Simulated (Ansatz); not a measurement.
From input file to script: TePb, space group Pnma in Ansatz 0.2.0.

```yaml
crystal:
  lattice:
    - [7.97174, 0.0, 0.0]
    - [0.0, 4.57058, 0.0]
    - [0.0, 0.0, 7.91497]
  atoms:
    - { symbol: Te, position: [0.24891, 0.75, 0.08338] }
    - { symbol: Te, position: [0.74891, 0.75, 0.41662] }
    - { symbol: Te, position: [0.25109, 0.25, 0.58338] }
    - { symbol: Te, position: [0.75109, 0.25, 0.91662] }
    - { symbol: Pb, position: [0.00153, 0.75, 0.74875] }
    - { symbol: Pb, position: [0.50153, 0.75, 0.75125] }
    - { symbol: Pb, position: [0.49847, 0.25, 0.24875] }
    - { symbol: Pb, position: [0.99847, 0.25, 0.25125] }
kpoints:
  mp_grid:
    grid: [4, 6, 4]
  band_path:
    path:
      - [0.0, 0.0, 0.0]
      - [0.5, 0.0, 0.0]
      - [0.5, 0.5, 0.0]
      - [0.0, 0.5, 0.0]
      - [0.0, 0.0, 0.0]
    npoints: 10
hamiltonian:
  xc: r2scan
scf:
  n_extra_bands: 8
  occupations:
    method: fixed
output:
  band_densities:
    - { bands: [v1, v1] }
    - { bands: [c1, c1] }
  eigenvalues: true
```

The script, `tepb_bands.py`:
```python
"""Bands of TePb along a path through the zone."""

import warnings

import ansatz as az
import numpy as np

SMEARING = "Fixed"
FUNCTIONAL = "r2scan"
MESH = (4, 6, 4)
EXTRA_BANDS = 8


def main() -> None:
    warnings.simplefilter("ignore", az.DeckWarning)

    lattice = az.Lattice.of(
        (7.97174, 0.0, 0.0),
        (0.0, 4.57058, 0.0),
        (0.0, 0.0, 7.91497),
    )
    sites = [
        ("Te", (0.24891, 0.75, 0.08338)),
        ("Te", (0.74891, 0.75, 0.41662)),
        ("Te", (0.25109, 0.25, 0.58338)),
        ("Te", (0.75109, 0.25, 0.91662)),
        ("Pb", (0.00153, 0.75, 0.74875)),
        ("Pb", (0.50153, 0.75, 0.75125)),
        ("Pb", (0.49847, 0.25, 0.24875)),
        ("Pb", (0.99847, 0.25, 0.25125)),
    ]
    crystal = az.Crystal(lattice=lattice)
    for symbol, position in sites:
        crystal = crystal.atom(symbol, position)

    # vertices of the path, as fractions of the reciprocal vectors
    path = [
        ("G", (0.0, 0.0, 0.0)),
        ("X", (0.5, 0.0, 0.0)),
        ("S", (0.5, 0.5, 0.0)),
        ("Y", (0.0, 0.5, 0.0)),
        ("G", (0.0, 0.0, 0.0)),
    ]
    setup = crystal.calculation()
    setup = setup.occupations(SMEARING).functional(FUNCTIONAL)
    setup = setup.kpoints(mesh=MESH).band_structure([point for _, point in path], intervals=10)
    setup = setup.scf(extra_bands=EXTRA_BANDS)
    setup = setup.band_densities([("v1", "v1"), ("c1", "c1")]).band_table()
    session = setup.session()
    planned = session.plan(threads=1)
    result = planned.execute()
    report = result.report

    print("%-22s %14.5f eV" % ("F = E - TS", report["free_energy_ev"]))
    print("%-22s %14.5f eV" % ("E", report["internal_energy_ev"]))
    print("%-22s %14.5f eV" % ("Harris-Foulkes", report["harris_foulkes_ev"]))
    print("%-22s %14.5f eV" % ("Fermi level", report["fermi_energy_ev"]))

    # how spread out the top filled and lowest empty bands are
    for name, window in zip(("top filled band", "lowest empty band"), result.band_densities().windows):
        field = window.outcome.density.channels[0].density_e_per_ang3
        ratio = field.mean() ** 2 / np.mean(field ** 2)
        print(f"{name}: band {window.window.first}, participation ratio {ratio:.3f} of the cell")

    edges = report.get("band_edges_ev")
    if edges:
        print(f"band edges on the mesh: {edges[0]:.3f} and {edges[1]:.3f} eV, gap {edges[1] - edges[0]:.3f} eV")
    else:
        print("no band edges reported (a metal, or a gap too narrow for this smearing); Fermi level", round(report["fermi_energy_ev"], 3), "eV")

    bands = result.band_structure()
    fermi = bands.fermi_energy_ev
    print(f"zero of the bands: {fermi:.3f} eV, the Fermi level found on the SCF mesh")
    for spin, channel in enumerate(bands.channels):
        print("channel", spin, "- computed levels within 6 eV of the Fermi level")
        for i, (label, _) in enumerate(path):
            levels = channel.eigenvalues_ev[i * 10] - fermi
            print(f"  {label:3s}", " ".join(f"{e:7.3f}" for e in levels if abs(e) < 6))


if __name__ == "__main__":
    main()
```

```console
$ python tepb_bands.py
F = E - TS               -75666.41064 eV
E                        -75666.41064 eV
Harris-Foulkes           -75666.41064 eV
Fermi level                   8.11913 eV
top filled band: band 60, participation ratio 0.480 of the cell
lowest empty band: band 61, participation ratio 0.719 of the cell
band edges on the mesh: 8.119 and 8.535 eV, gap 0.416 eV
zero of the bands: 8.119 eV, the Fermi level found on the SCF mesh
channel 0 - computed levels within 6 eV of the Fermi level
  G    -4.467  -3.956  -2.955  -2.114  -1.711  -1.709  -1.328  -1.311  -1.175  -1.175  -1.050  -0.107   0.416   0.482   1.071   2.125   2.168   2.170   2.539   2.541
  X    -3.173  -3.173  -2.599  -2.599  -2.358  -2.358  -1.449  -1.449  -1.448  -1.448  -1.408  -1.408   2.197   2.197   2.262   2.262   2.267   2.267   2.345   2.345
  S    -3.798  -3.798  -3.798  -3.798  -2.677  -2.677  -2.677  -2.677  -1.327  -1.327  -1.327  -1.327   0.940   0.940   0.940   0.940   3.105   3.105   3.105   3.105
  Y    -4.165  -4.165  -3.380  -3.380  -2.919  -2.919  -2.884  -2.884  -2.483  -2.483  -0.359  -0.359   1.682   1.682   2.560   2.560   2.986   2.986   3.360   3.360
  G    -4.467  -3.956  -2.955  -2.114  -1.711  -1.709  -1.328  -1.311  -1.175  -1.175  -1.050  -0.107   0.416   0.482   1.071   2.125   2.168   2.170   2.539   2.541
```

Reading the output:
- Absolute energies stand on the zero of these potentials, so only differences at equal settings mean something. A total without «per atom» is that of the cell as typed.
- Spin-orbit coupling, left out here, can change this gap by several tenths of an eV, and inverted bands can meet off the mesh.
- The computed bands are complete only to about 2.3 eV above the Fermi level.
- The Fermi level of a run with fixed occupations marks the highest occupied state on its mesh, not mid-gap.
- An absolute Fermi energy rests on an arbitrary zero of the periodic potential and has no direct meaning.
- Within a few hundredths of an angstrom the cell has the higher group P6_3/mmc; the lower one is a small distortion.
- The structure comes from a database of computed cells and needn't be a stable or known phase.
- Levels are Kohn-Sham eigenvalues on this mesh, without spin-orbit coupling.
- Finished in 80 s on 1 thread of Intel(R) Xeon(R) Processor @ 2.30GHz, with other jobs on the host, peak memory 1.6 GiB.

(Lines on the test bed's own set-up are left out of the output.)
